Q: I want to grow cubic GaN on a substrate that stretches it by 3 or 4 % in the film plane. I have calculated gaps for smaller stretches and for compression. Can you tell me what the gap will do before I see the calculation?

Band gaps of strained zincblende GaN, computed with Ansatz 0.2.0 using HSE06, plane-wave PAW, a 420 eV cutoff and a 6×6×6 k mesh, without spin polarisation, on structures relaxed with r2SCAN. Strain is the relative change of length; uniaxial strain holds the sides fixed, and epitaxial strain leaves the normal free. Gap changes are relative to the unstrained cell.

| strain kind | strain (%) | band gap (eV) | band gap change (eV) |
| --- | --- | --- | --- |
| epitaxial 111 | -1.5 | 3.111 | 0.106 |
| epitaxial 111 | 4 | 2.301 | -0.704 |
| epitaxial xy | -4 | 3.140 | 0.135 |
| epitaxial xy | -3 | 3.109 | 0.104 |
| epitaxial xy | -2 | 3.076 | 0.071 |
| epitaxial xy | -1 | 3.041 | 0.036 |
| epitaxial xy | 1 | 2.876 | -0.129 |
| epitaxial xy | 2 | 2.753 | -0.252 |
| epitaxial xy | 3 | ? | ? |
| epitaxial xy | 4 | ? | ? |
| hydrostatic | -5 | 4.128 | 1.123 |
| hydrostatic | 1 | 2.784 | -0.221 |
| hydrostatic | 1.5 | 2.674 | -0.331 |
| uniaxial 111 | 1.5 | 2.858 | -0.147 |
| uniaxial x | 3 | 2.736 | -0.269 |
| uniaxial z | 2.5 | 2.781 | -0.224 |

A: Your case is the series called epitaxial xy. A positive strain means that the lengths along x and y grow by that percentage, while the length along z is free to adjust. The band gap change is taken against the unstrained crystal. I would start with the two smallest strains, because they already contain the puzzle.

Q: At −1 % the gap opens by 0.036 eV, but at +1 % it closes by 0.129 eV. Why should so small a strain care about its sign?

A: Because two effects are at work, and only one of them changes sign with the strain. The first is volume. The lowest conduction state is an antibonding combination of s orbitals on Ga and N, and squeezing the atoms together pushes it up relative to the p-like valence top. Compression therefore opens the gap and expansion closes it, as the hydrostatic rows show.

The second effect is shape. In the cubic crystal three valence states, built mainly from the N p orbitals along x, y and z, share the same top energy. A cell that is stretched in one direction and shortened in another separates them. The gap is measured from whichever state ends up highest, so a splitting narrows the gap whatever its direction.

Q: Does the table show a shape effect, or do you need theory for it?

A: One pair of rows shows it directly. Uniaxial x at +3 % stretches one edge and holds the other two, which gives nearly the same volume as hydrostatic stretching by 1 %. Yet its gap closes by 0.048 eV more. With the volume matched, the change of shape is what remains.

The splitting can also be seen in the valence levels of two cells strained along 111. In epitaxial 111 at +4 % a single state lies 0.25 eV above a pair. In uniaxial 111 at +1.5 % a pair lies 0.09 eV above a single state. Both arrangements therefore occur in this material, depending on how the cell is deformed.

Q: Which arrangement do you expect in my film?

A: Stretching in the plane makes the film thinner, so the bonds tilt towards the plane. The p orbital along z then points less well along the bonds, loses some of its bonding and rises. The orbitals along x and y gain bonding and sink. Compression in the plane does the reverse and lifts the x and y pair. This order is argued from the bonding geometry; I have not read it from the levels of the xy cells.

Q: And why is the closing so much stronger than the opening?

A: To first order, a pure change of shape leaves the average of the three levels where it was. If the pair sinks by one share, the single state must rise by two. Tension thus costs the gap two shares, and compression costs it one. In tension this loss adds to the closing by volume, while in compression it eats into the opening.

At +1 % the volume closes the gap by about 0.067 eV and the shape by another 0.062 eV. At −1 % the volume would open it by 0.071 eV, but the shape takes back 0.035 eV. The two shape losses stand in a ratio of about 1.8, close to the simple 2. Between +2 and −2 % the ratio is already below 1.7, so the rule of two shares to one is a guide for small strains. This division relies on the hydrostatic rows to say what volume alone would do.

Q: Then give me a number for 3 %.

A: I need the volume first. Logarithms of length ratios are convenient because they add. Along x and along y the logarithm is 0.0296. Along z I estimate −0.0337, a thinning by about 3.3 %, by continuing the relaxed heights of the cells at −1 and −3 %.

The sum over the three directions, taken before rounding, is v = 0.0254, the logarithm of the volume ratio. The distortion is the difference between in-plane and normal values, D = 0.0296 + 0.0337 = 0.0633. For in-plane tension the model reads, in eV,

gap change = −7.38 v − 0.52 v² − 2 × 1.51 D + 1.92 D².

The first two terms describe volume. The third is the rise of the single state by two shares, and the last allows for curvature at larger distortion. For +3 % this gives

−0.188 − 0.191 + 0.008 = −0.371 eV,

where the first number holds both volume terms. Volume and shape thus contribute almost equally.

Q: Where do the constants come from, and how far do you trust them?

A: They were fitted to the eleven known rows that are hydrostatic, uniaxial along x or z, or epitaxial xy. Compression has its own curvature term, which makes five constants in all. That is many for eleven rows, so a close fit was to be expected. The tension curvature rests on just two rows, +1 and +2 %, and the thinning of all the stretched films, those two included, is extrapolated from compressed ones.

As a second opinion I fitted a plainer model without curvature to the small strains. It closes the gap further than the first model, by 0.012 eV at +3 % and 0.019 eV at +4 %. I chose ranges wide enough to cover that difference and some error in the thinning. They are a judgement and not a statistical interval.

Q: So what is your forecast?

A: The gap change is about −0.37 eV at +3 %, with a range of ±0.015 eV, and about −0.48 eV at +4 %, with a range of ±0.03 eV. The closing goes on without reversal, at a slightly falling rate per per cent. It stays much steeper than the opening under compression.

The withheld rows as computed:

| strain kind | strain (%) | band gap (eV) | band gap change (eV) |
| --- | --- | --- | --- |
| epitaxial xy | 3 | 2.636 | -0.369 |
| epitaxial xy | 4 | 2.524 | -0.481 |

Q: The calculation gives −0.369 and −0.481 eV. Does that settle the mechanism?

A: Both values lie well inside the ranges. The model closes the gap slightly too far, by about 0.002 eV at +3 % and 0.003 eV at +4 %. The ranges were cautious, and the plainer model would have fallen inside them too. Its larger misses, 0.013 and 0.022 eV, do favour keeping the curvature.

The hits alone don't establish the mechanism, however. The first two steps in tension are −0.129 and −0.123 eV. If you let each further step shrink by the same 0.006 eV, you arrive at −0.369 and −0.480 eV with no physics at all. The case for volume and splitting rests on the matched-volume pair, on the levels seen in the 111 cells and on the band edges of the xy cells at ±1 %. There the conduction edge moves almost equally both ways, up by 0.212 eV in compression and down by 0.199 eV in tension. The valence top rises by 0.176 eV but sinks by only 0.070 eV, so the asymmetry sits where the splitting would put it. Each cell has its own energy zero, but that zero should drift smoothly with strain and can't produce such a kink. What the forecast adds is that the behaviour stays smooth up to 4 %.

Q: Is there a row where your picture does less well?

A: Epitaxial 111 at +4 % is the clearest one. It was left out of the fit because distortion along 111 needs its own splitting constant. Here I can use the splitting seen in the levels themselves: two thirds of it, added to the volume part, gives −0.63 eV. The calculation gives −0.704 eV, so about a tenth of the closing is unexplained. What is left is a shift of the conduction edge against the average of the three valence levels at equal volume. In a cubic crystal symmetry forbids such a shift at first order in the distortion, so it must come from higher orders.

The same recipe works better for uniaxial 111 at +1.5 %, where the pair is on top and one third of the splitting counts. It gives −0.140 eV against a computed −0.147 eV. A small strain is where a first-order rule should do best, but epitaxial 111 at −1.5 % doesn't bear that out. I don't have the split levels of that cell. Scaling the splitting of the uniaxial 111 cell by the distortion gives an opening of about 0.13 eV, against a computed 0.106 eV, so the picture misses about a fifth of the change there. The output printed below gives the sums for the other two 111 cells and the two fits.

Q: What should I take from this when I choose a substrate?

A: Strain in the xy plane is an effective way to lower this gap and a poor way to raise it. At 4 % the closing in tension is about three and a half times the opening in compression. A spread of strain across the wafer also matters more on the tension side, where each per cent moves the gap by more than 0.1 eV. On the compression side it moves the gap by less than 0.04 eV.

Be careful with strains below a few tenths of a per cent. Spin–orbit coupling, which these calculations leave out, already splits the valence top of GaN by roughly 0.02 eV. The slope should still change abruptly at zero strain, because the states left at the top still separate in proportion to the strain. In very weak tension, however, the shape should cost the gap about one share instead of two. I would also trust the changes more than the gaps themselves, since HSE06 tends to place the gap of GaN too low.

Printed output of the fit:

```
fit of band_gap_change on 11 rows (~tri): coefficient of v -7.378 +/- 0.0056, coefficient of v*v -0.5189 +/- 0.04, coefficient of top -1.506 +/- 0.012, coefficient of dp -7.553 +/- 0.19, coefficient of dn 1.924 +/- 0.63; rms 0.000342, worst uniaxial x -0.000654, leave-one-out rms 0.0074
  rows outside the fit (model, value, miss): epitaxial 111 0.1729, 0.106, 0.0669; epitaxial 111 -0.4608, -0.704, 0.243; epitaxial xy -0.3706, -0.369, -0.00159; epitaxial xy -0.4839, -0.481, -0.00287; uniaxial 111 -0.11, -0.147, 0.037
fit of band_gap_change on 7 rows ((~tri) & (abs(strain) < 2.6)): coefficient of v -7.329 +/- 0.095, coefficient of top -1.55 +/- 0.059; rms 0.00522, worst epitaxial xy 0.0102, leave-one-out rms 0.00904
  rows outside the fit (model, value, miss): epitaxial 111 0.172, 0.106, 0.066; epitaxial 111 -0.4558, -0.704, 0.248; epitaxial xy 0.1799, 0.135, 0.0449; epitaxial xy 0.1284, 0.104, 0.0244; epitaxial xy -0.3822, -0.369, -0.0132; epitaxial xy -0.503, -0.481, -0.022; hydrostatic 1.128, 1.123, 0.00482; uniaxial 111 -0.1091, -0.147, 0.0379; uniaxial x -0.2624, -0.269, 0.00655
unstrained gap, eV: 3.005
hydrostatic +1 %: gap change per unit of log volume, eV: -7.403
xy rows from -4 to +4 %: log volume change, %: epitaxial xy -4.163, epitaxial xy -3.041, epitaxial xy -1.972, epitaxial xy -0.9585, epitaxial xy 0.9027, epitaxial xy 1.749, epitaxial xy 2.538, epitaxial xy 3.269
xy rows from -4 to +4 %: volume part of gap change, eV: epitaxial xy 0.3065, epitaxial xy 0.224, epitaxial xy 0.1454, epitaxial xy 0.07074, epitaxial xy -0.06672, epitaxial xy -0.1293, epitaxial xy -0.1878, epitaxial xy -0.2421
known xy rows from -4 to +2 %: shape part of gap change, eV: epitaxial xy -0.1715, epitaxial xy -0.12, epitaxial xy -0.07443, epitaxial xy -0.03474, epitaxial xy -0.06228, epitaxial xy -0.1227
shape part at +1 % over that at -1 % in xy: 1.793
uniaxial x +3 % less hydrostatic +1 %: gap change, eV: -0.048
epitaxial 111 +4 %: volume part plus seen level shift, eV: -0.6307
epitaxial 111 +4 %: computed change less that sum, eV: -0.07332
uniaxial 111 +1.5 %: volume part plus seen level shift, eV: -0.1401
uniaxial 111 +1.5 %: computed change less that sum, eV: -0.006886
forecast gaps at xy +3 and +4 %, eV: epitaxial xy 2.634, epitaxial xy 2.521
linear rival less forecast at xy +3 and +4 %, eV: epitaxial xy -0.01161, epitaxial xy -0.01909
```
